**No row breaks the curve.** When this vibration of TiAl is frozen in at growing amplitude in a cell held fixed, the energy leaves the parabola of a harmonic spring, by 12 % at 0.2 Å, but it does so gradually. One even, smooth curve passes through all nine rows to about the last printed digit. What does give way at large amplitude is the pattern of motion: measured against its own displacement, the force that pushes aluminium back keeps growing, while that on titanium hardly does.

A normal mode frozen into L1_0 TiAl in a fixed 4-atom cell (undisturbed: P4/mmm, a = 2.822, c = 4.077 Å), computed with Ansatz 0.2.0 (plane-wave PAW, PBE, scalar-relativistic, no spin polarisation). Cutoff 420 eV, k mesh 22×14×14, Gaussian smearing 0.15 eV. Energies are free energies relative to the undisturbed cell; pressure is positive in compression.

| amplitude (Å of the largest displacement) | energy change (meV a cell) | force along mode (eV/Å) | pressure (GPa) |
| --- | --- | --- | --- |
| -0.2 | 246.2 | 2.683 | 0.99 |
| -0.1 | 56.9 | 1.174 | 0.23 |
| 0 | 0.0 | 0.000 | 0.03 |
| 0.025 | 3.4 | -0.276 | 0.04 |
| 0.05 | 13.9 | -0.560 | 0.08 |
| 0.075 | 31.5 | -0.858 | 0.14 |
| 0.125 | 90.4 | -1.513 | 0.36 |
| 0.15 | 132.7 | -1.875 | 0.52 |
| 0.175 | 184.4 | -2.264 | 0.73 |

## Reading the rows

The amplitude $x$ is the displacement of the titanium atoms, which move furthest; each aluminium atom moves 0.785 times as far. The undisturbed cell has space group P4/mmm; all displaced rows have the lower symmetry Cmmm. The energy change $E$ is counted from the undisturbed cell of four atoms. The force along the mode is $-dE/dx$, summed over all four atoms.

The two rows with negative amplitude look like outsiders, because their force has the other sign. In this mode, atoms of the same kind that are nearest neighbours along $y$ move in opposite directions. Shifting the whole crystal along $y$ by one such spacing, 2.82 Å, therefore turns the pattern $x$ into $-x$ without changing its energy. The row at −0.2 Å is thus the missing end of the positive branch, and the row at −0.1 Å fills a gap in its middle.

The same symmetry shapes the curve. Since $E(x)=E(-x)$, odd powers of $x$ drop out:

$$E(x)=a x^2+b x^4+c x^6+\dots$$

## The small-amplitude limit

For very small $x$ only the first term survives. Its coefficient follows from the wavenumber of the mode, 152.3 cm⁻¹, found in a separate vibrational calculation. With $\omega$ the angular frequency and $M=\sum m_i(u_i/x)^2$ the mass that takes part, where atom $i$ has mass $m_i$ and displacement $u_i$, the harmonic energy is $\tfrac12 M\omega^2x^2$. This gives $a=5.50$ eV/Å².

At 0.2 Å the parabola then predicts

$$E=5.50\times0.2^2\ \text{eV}=0.220\ \text{eV}=220\ \text{meV}.$$

The calculation gives 246.2 meV, so the crystal is stiffer than its own harmonic limit by 26 meV. At 0.1 Å the excess is only 1.9 meV, or 3.5 % of the harmonic energy. No row from this scan went into the coefficient, so the comparison is a fair test of the parabola.

## The next term, and where it falls short

If the excess were purely of fourth order, doubling the amplitude would multiply it by $2^4=16$. From 1.9 meV at 0.1 Å one would then reach about 30 meV at 0.2 Å. The calculation gives 26 meV, so the stiffening grows a little more slowly than the fourth power.

A polynomial with terms in $x^2$, $x^4$ and $x^6$, fitted to the energies of all nine rows, takes up this difference; its $x^6$ coefficient is negative. Its slope also gives back the forces, which were not used in the fit, to within 0.2 % of the largest one. That shows that energies and forces belong to one smooth curve. It does not give the coefficients a meaning of their own, since they trade against each other. The printed analysis after this text lists the misses of this fit, and of one that stops at $x^4$, row by row.

## Which atoms stiffen the mode

The forces on the single atoms show where the extra stiffness acts. Divide the restoring force on an atom by that atom's own displacement. Between 0.025 and 0.2 Å this stiffness rises from 2.32 to 4.07 eV/Å² for aluminium, but only from 4.09 to 4.20 eV/Å² for titanium. Counted from 0.025 Å, titanium takes about 30 % of the total stiffening up to 0.1 Å, but only about 10 % up to 0.2 Å.

The two also differ in how they rise. For aluminium the increase in stiffness goes roughly as the square of the amplitude over the whole scan, which is what a fourth-order energy requires. That of titanium levels off, peaks at 0.15 Å and then falls slightly. This is why the total grows more slowly than the fourth power. The table does not reveal why titanium levels off.

## Why aluminium: contacts that close head-on

The geometry offers an explanation. Aluminium atoms form straight rows along $y$ with a spacing $d$ of 2.82 Å, and the mode moves them along these rows in opposite directions, so that they pair up. At 0.2 Å every second contact has shrunk to 2.51 Å, while the ones between have opened to 3.14 Å.

Take a simple pair energy $V$ for each contact, which is only a rough picture for a metal, and let $\delta$ be the change in its length. One short and one long contact together cost

$$V(d-\delta)+V(d+\delta)=2V(d)+V''\delta^2+\tfrac{1}{12}V''''\delta^4+\dots$$

A single contact is lopsided: it resists squeezing more than stretching. In the sum this lopsidedness cancels, because each squeezed contact has a stretched partner. What remains beyond the harmonic term is the fourth-order one, and it is positive for a repulsion that decays exponentially or as an inverse power of the distance. The squeezed contact then stiffens by more than the stretched one softens.

The stress in the cell points to the same contacts. At 0.2 Å the crystal pushes outward along $y$, the direction of the pairing, with 7.3 GPa, while along the other two axes it pulls inward. The tabulated pressure of 0.99 GPa is the average of the three and hides most of this crowding. The stress along $y$ is 1.8 GPa at 0.1 Å, so it grows about as the square of the amplitude. In the pair picture it comes from the lopsidedness that cancels in the energy, so it shows the crowding but is no test of the fourth-order term.

Titanium moves along $z$, at right angles to its nearest titanium neighbours, so those contacts hardly change in length. Along $z$ titanium atoms do close head-on, but from 4.08 Å apart, where their repulsion is expected to be weak. This suggests a guide for other modes of such a crystal: look for close neighbours that approach head-on in alternating pairs, and expect the stiffening there. It is a guess drawn from one mode, and it leaves out the eight Al–Ti contacts of each atom, 2.85 Å long, which also change along this mode.

## Where a break would come from

A smooth energy curve suggests that the electronic state and the bonds change only gradually while the atoms move. A break needs an abrupt change. In a metal one candidate is a group of electron levels that crosses the Fermi energy, the border between filled and empty levels, at some amplitude. Even that is expected to mark the stiffness more than the energy itself.

Such a crossing could show in the smearing correction, the small energy that arises because levels near this border are filled only in part. Here it changes by no more than 0.4 meV a cell over the scan, which suggests that the density of levels near the border changes little. It does not change steadily, though: it rises to 0.38 meV at 0.175 Å and falls back to 0.33 meV at 0.2 Å, near the amplitude where the stiffness of titanium turns over, so a modest electronic change may play a part there. Its small size gives no sign of a large crossing, though it can't exclude crossings that balance each other. The smearing of 0.15 eV also rounds off any sharp feature, and a weak break could hide beneath it. A run with narrower smearing and a denser k mesh would be the place to look.

Much larger amplitudes would drive the aluminium atoms of each pair into one another. A few even powers of $x$ would then no longer be enough to describe the curve. Even so, the energy would be expected to climb steeply rather than jump, because atoms led along a fixed path cannot snap into new places.

## What gives way instead

In a true normal mode all atoms swing in step, so the restoring force on each is proportional to its mass times its displacement. At 0.025 Å aluminium and titanium obey this rule to 1 %. At 0.2 Å aluminium is driven back 1.7 times as strongly as the rule allows.

If the atoms were released there, aluminium would run ahead of titanium, and the motion would leave the frozen pattern. The energy curve describes only the straight path on which the calculation holds the atoms. A real vibration of this size would not follow that path.

## What this means for thermal vibrations

For a rough scale, treat the four-atom cell as a vibrator on its own, whose motion turns back where its energy equals $k_\mathrm{B}T$. At room temperature that is about 26 meV, less than the 31.5 meV of the row at 0.075 Å, where the parabola is still good to 2 %. Near 1000 K it is about 86 meV, close to the row at 0.125 Å, where the energy lies 5 % above the parabola. For this mode alone, then, the harmonic picture serves well at room temperature and needs a modest correction near 1000 K. That correction holds only for the fixed cell. A cell free to yield to the stress would give back an energy that grows as the square of the stress, hence also as $x^4$, and for elastic constants typical of such an alloy this is expected to exceed the excess found here. Size and even sign of the fourth-order term thus depend on whether the cell may relax, and the coupling to other vibrations would come on top.

## The open question

The forces show that the stiffening acts mostly on aluminium, but not that aluminium alone causes it. Titanium moves at the same time, and its displacement may change the force that aluminium feels. Two more scans would separate the effects: one with only the aluminium atoms displaced, one with only the titanium atoms. If the energy in the first rose above its own parabola by most of the 26 meV, the picture of closing Al–Al contacts would gain support, though not proof, since Al–Ti distances change in that scan too; if it did not, how much of the stiffening belongs to the coupling between the two motions?

Printed output of the fit:

```
fit of energy_change on 9 rows: coefficient of x2 5550 +/- 8.3, coefficient of x4 15189 +/- 250; rms 0.119, worst 0.075 0.202, leave-one-out rms 0.279
fit of energy_change on 9 rows: coefficient of x2 5505 +/- 4.9, coefficient of x4 18938 +/- 374, coefficient of x6 -67479 +/- 6642; rms 0.0279, worst 0.075 0.0545, leave-one-out rms 0.0862
Energies in meV a cell, restoring force per own displacement in eV/A2 (undefined at amplitude 0, printed as 0):
    row  harmonic  above_harmonic  x4_model_miss  x6_model_miss     Ti     Al  shortest_AlAl_A
   -0.2       220           26.23          0.122      -0.006965  4.201  4.068            2.508
   -0.1     54.99           1.907         0.1238       -0.02081  4.194  2.724            2.665
    0.0         0               0              0              0      0      0            2.822
  0.025     3.437        -0.03706        0.07499        0.04819  4.088  2.324            2.783
   0.05     13.75          0.1518        0.07117       -0.01947  4.116  2.403            2.744
  0.075     30.93          0.5665         0.2021        0.05445  4.155  2.537            2.704
  0.125     85.93           4.474        0.03472       -0.01381  4.224  2.967            2.626
   0.15     123.7           8.966        -0.1245       -0.01245  4.237  3.269            2.587
  0.175     168.4           15.98        -0.1706        0.02269  4.229  3.634            2.547
Harmonic coefficient from the wavenumber, eV/A2: 5.499
Energy above harmonic at 0.2 A, meV a cell: 26.23
Energy above harmonic at 0.2 A, percent of harmonic: 11.92
Energy above harmonic at 0.1 A, percent of harmonic: 3.468
Energy ratio 0.2 A to 0.1 A (parabola gives 4): 4.327
Force ratio 0.2 A to 0.1 A (parabola gives 2): 2.285
Largest miss of forces from the slope of the x6 energy model, eV/A: 0.004443
Al share of the stiffening from 0.025 to 0.1 A, percent: 69.92
Al share of the stiffening from 0.025 to 0.2 A, percent: 90.48
Al to Ti ratio of force per mass and displacement at 0.025 A (1 in a normal mode): 1.009
Same ratio at 0.2 A: 1.718
Long Al-Al contact at 0.2 A, A: 3.136
Change of the smearing correction at 0.175 A, where it is largest, meV a cell: 0.38
```
